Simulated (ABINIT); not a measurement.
# RbBr (Fm-3m): G0W0 with ABINIT, start to end, part 3 of 3

Wanted: ground state, empty states, screening and self-energy for RbBr (Fm-3m).

ABINIT 10.8.3; PBE and many-body steps on it, plane waves. Known limits of the many-body steps: not at the basis limit; no spin-orbit coupling.

So far. Step 4 (Empty states on the mesh, 4×4×4 mesh, 280 bands): On this mesh the gap is 4.364 eV. Step 5 (Screening, 4×4×4 mesh, 272 bands, screening to 190.5 eV): Local fields lower ε∞ by 17 %.

The database entry behind the starting cell differs from later determinations by our own check (about 0.5 % short), so it need not match the best structure at ambient conditions.

**6. Self-energy, 4×4×4 mesh, 272 bands, screening to 190.5 eV**

The self-energy is evaluated for the states that the input lists, and the levels follow from it, in one-shot runs by the linearised quasiparticle equation.

This step: G0W0 on PBE, plane waves, norm-conserving pseudopotentials.

run.abi

```
acell 3*1.0 Angstrom
rprim 
  0.000000000000 3.427000000000 3.427000000000
  3.427000000000 0.000000000000 3.427000000000
  3.427000000000 3.427000000000 -0.000000000000
ntypat 2
znucl 37 35
natom 2
typat 1 2
xred 
  0.000000000000 0.000000000000 0.000000000000
  0.500000000000 0.500000000000 0.500000000000
pp_dirpath "pseudos"
pseudos "Rb.upf, Br.upf"
ecut 19
ngkpt 4 4 4
nshiftk 1
shiftk 0 0 0
kptopt 1
chksymbreak 0
istwfk *1
occopt 1
irdwfk 1
optdriver 4
nband 272
gwcalctyp 0
ecutsigx 19
symsigma 1
nkptgw 1
kptgw 
  0.0000000000 0.0000000000 0.0000000000
bdgw 
  6 12
ecuteps 7
irdscr 1
ppmodel 1
indata_prefix "in"
outdata_prefix "out"
tmpdata_prefix "tmp"
```

Started as:

```
$ OMP_NUM_THREADS=1 mpirun -n 4 abinit run.abi > log
```

Numbers of over 12 decimals in the logs are rounded to 6 here.

What it wrote:

```text
.Version 10.8.3 of ABINIT. v10.8.2 released Aug 2026.

 Symmetries : space group Fm -3 m (#225); Bravais cF (face-center cubic)
[... echo of the input left out ...]
== DATASET  1 ==================================================================
-   mpi_nproc: 4, omp_nthreads: 1 (-1 if OMP is not activated)

--- !DatasetInfo
iteration_state: {dtset: 1, }
dimensions: {natom: 2, nkpt: 8, mband: 272, nsppol: 1, nspinor: 1, nspden: 1, mpw: 2180, }
cutoff_energies: {ecut:  19.0, pawecutdg:  -1.0, }
electrons: {nelect:   1.60000000E+01, charge:   0.00000000E+00, occopt:   1.00000000E+00, tsmear:   1.00000000E-02, }

 SIGMA: Calculation of the GW corrections

 Based on a program developped by R.W. Godby, V. Olevano, G. Onida, and L. Reining.
 Incorporated in ABINIT by V. Olevano, G.-M. Rignanese, and M. Torrent.
.Using double precision arithmetic ; gwpc =  8

[... cell and pseudopotentials left out ...]
--------------------------------------------------------------------------------

 ==== K-mesh for the wavefunctions ====
 Number of points in the irreducible wedge :     8
[... list of points left out ...]
 Together with 48 symmetry operations and time-reversal symmetry
 yields    64 points in the full Brillouin Zone.

 ==== Q-mesh for screening function ====
 Number of points in the irreducible wedge :     8
[... list of points left out ...]
 Together with 48 symmetry operations and time-reversal symmetry
 yields    64 points in the full Brillouin Zone.

 vcoul_init : cutoff-mode = AUXILIARY_FUNCTION
 q-points for optical limit:   1
     1)      0.000010    0.000020    0.000030
 setmesh: FFT mesh size selected  =    36x   36x   36
          total number of points  =        46656

 Number of electrons calculated from density =   16.0000; Expected =   16.0000
 average of density, n =  0.029454
 r_s =    2.0087
 omega_plasma =   16.5551 [eV]

 === KS Band Gaps ===
  >>>> For spin  1
   Minimum direct gap =   4.3636 [eV], located at k-point      :   0.0000  0.0000  0.0000
   Fundamental gap    =   4.3636 [eV], Top of valence bands at :   0.0000  0.0000  0.0000
                                       Bottom of conduction at :   0.0000  0.0000  0.0000
 SIGMA fundamental parameters:
 PLASMON POLE MODEL  1
 number of plane-waves for SigmaX                 2109
 number of plane-waves for SigmaC and W            531
 number of plane-waves for wavefunctions          2109
 number of bands                                   272
 number of independent spin polarizations            1
 number of spinorial components                      1
 number of k-points in IBZ                           8
 number of q-points in IBZ                           8
 number of symmetry operations                      48
 number of k-points in BZ                           64
 number of q-points in BZ                           64
 number of frequencies for dSigma/dE                 9
 frequency step for dSigma/dE [eV]                0.25
 number of omega for Sigma on real axis              0
 max omega for Sigma on real axis  [eV]           0.00
 zcut for avoiding poles [eV]                     0.10

 EPSILON^-1 parameters (SCR file):
 dimension of the eps^-1 matrix on file            531
 dimension of the eps^-1 matrix used               531
 number of plane-waves for wavefunctions          2109
 number of bands                                   272
 number of q-points in IBZ                           8
 number of frequencies                               2
 number of real frequencies                          1
 number of imag frequencies                          1

 matrix elements of self-energy operator (all in [eV])

 Perturbative Calculation

--- !SelfEnergy_ee
iteration_state: {dtset: 1, }
kpoint     : [   0.000,    0.000,    0.000, ]
spin       : 1
KS_gap     :    4.364
QP_gap     :    6.822
Delta_QP_KS:    2.458
data: !SigmaeeData |
     Band     E0 <VxcDFT>   SigX SigC(E0)      Z dSigC/dE  Sig(E)    E-E0       E
        6  -1.042 -12.668 -16.491   1.483   0.812  -0.232 -14.568  -1.900  -2.941
        7  -1.042 -12.668 -16.491   1.483   0.812  -0.232 -14.568  -1.900  -2.941
        8  -1.042 -12.668 -16.491   1.483   0.812  -0.232 -14.568  -1.900  -2.941
        9   3.322  -6.375  -2.894  -2.836   0.867  -0.153  -5.816   0.559   3.881
       10   6.243  -7.381  -3.248  -2.951   0.862  -0.160  -6.361   1.019   7.263
       11   6.243  -7.381  -3.248  -2.951   0.862  -0.160  -6.361   1.019   7.263
       12   6.243  -7.381  -3.248  -2.951   0.862  -0.160  -6.361   1.019   7.263

== END DATASET(S) ==============================================================
================================================================================

 -outvars: echo values of variables after computation  --------
           etotal      0.0000000000E+00
            nband         272
             nkpt           8
          spgroup         225
 [... the other variables as echoed above ...]

 Calculation completed.
```

Run time: 52 s. Hardware: 4 MPI ranks of Arm Neoverse V1, shared host; peak memory 1.9 GiB.

Numbers from this step:

```
G0W0 gap on the points computed              : 6.822 eV
starting gap on the mesh                     : 4.364 eV
k of the valence top                         : 0, 0, 0
k of the conduction bottom                   : 0, 0, 0
Z at the valence top                         : 0.812
Z at the conduction bottom                   : 0.867
least direct G0W0 gap on the computed points : 6.822 eV
```

The gap on the mesh goes from 4.36 eV to 6.82 eV, a correction of +2.46 eV.

Limits: finite bands, cutoff and mesh; no spin-orbit coupling. v1 is the top filled band, c1 the lowest empty one. The levels before and after the correction (eV, zero at the valence-band top of each column):

|  | conduction bottom | valence top |
| --- | --- | --- |
| Kohn-Sham | 4.36 | 0.00 |
| G0W0 | 6.82 | 0.00 |

|  | level | energy (eV) |
| --- | --- | --- |
| Kohn-Sham | Γ v3-v1 | 0.000 |
| Kohn-Sham | Γ c1 | 4.364 |
| Kohn-Sham | Γ c2-c4 | 7.285 |
| G0W0 | Γ v3-v1 | 0.000 |
| G0W0 | Γ c1 | 6.822 |
| G0W0 | Γ c2-c4 | 10.204 |

**7. Where the time went**

Times are wall times on 4 MPI ranks of Arm Neoverse V1, shared host, good to a factor of about two.

| step | time | share | memory (GiB) |
| --- | --- | --- | --- |
| ground state | 5.7 s | 3 % | 0.27 |
| bands along the symmetry lines | 9 s | 4 % | 0.26 |
| empty states on the mesh | 22 s | 10 % | 1.3 |
| screening | 2.2 min | 59 % | 1.4 |
| self-energy | 52 s | 24 % | 1.9 |

**8. Results**

```yaml
pbe_gap: 4.36 eV, direct
g0w0_gap_on_the_mesh: 6.82 eV
gw_settings: 4×4×4 mesh, 272 bands, screening to 190.5 eV, Godby-Needs plasmon pole
known_limits: not at the basis limit; no spin-orbit coupling
```

G0W0 moves the gap on the mesh from 4.36 eV to 6.82 eV (+2.46 eV), with Z of 0.81 and 0.87 at the edges. Local fields lower the RPA ε∞ on this mesh from 2.84 to 2.37. Only 1 of the mesh's irreducible points was corrected, so a valley elsewhere could overtake. The dearest step here is «screening». Bands and cutoff are finite, so the gap is not at the basis limit. The miss can reach some tenths of an eV and take either sign; the mesh is an error of its own. In the G0W0 run levels were corrected at 1 k point alone, so a gap called «on the mesh» is the least over those, and an edge elsewhere would be missed. The many-body steps are scalar-relativistic: spin-orbit coupling is not in them.

[Paths, hosts, dates, memory and timing lines, banners, echoed tables and standing remarks are left out of the program output.]

[Logs are printed without paths, hosts, clocks, repeated set-up lines and the standing remarks that a program may print on its own settings, such as how far it seeks lower states.]

[Runs of the session that timed out or met a known fault of the program may be left out.]

[Hosts, paths, dates, database ids (printed as entryN), source tags and the programs' standing remarks are cut or masked in the printed files.]

[G0W0 gaps are taken among the corrected bands and points alone; a level outside them can change the order at an edge.]

[Where Ansatz stands beside ABINIT at settings called matched, ABINIT's density can come from a denser mesh and the files from another edition; pairs whose starting gaps differed by over 0.03 eV were left out, so agreement reads better than it is.]
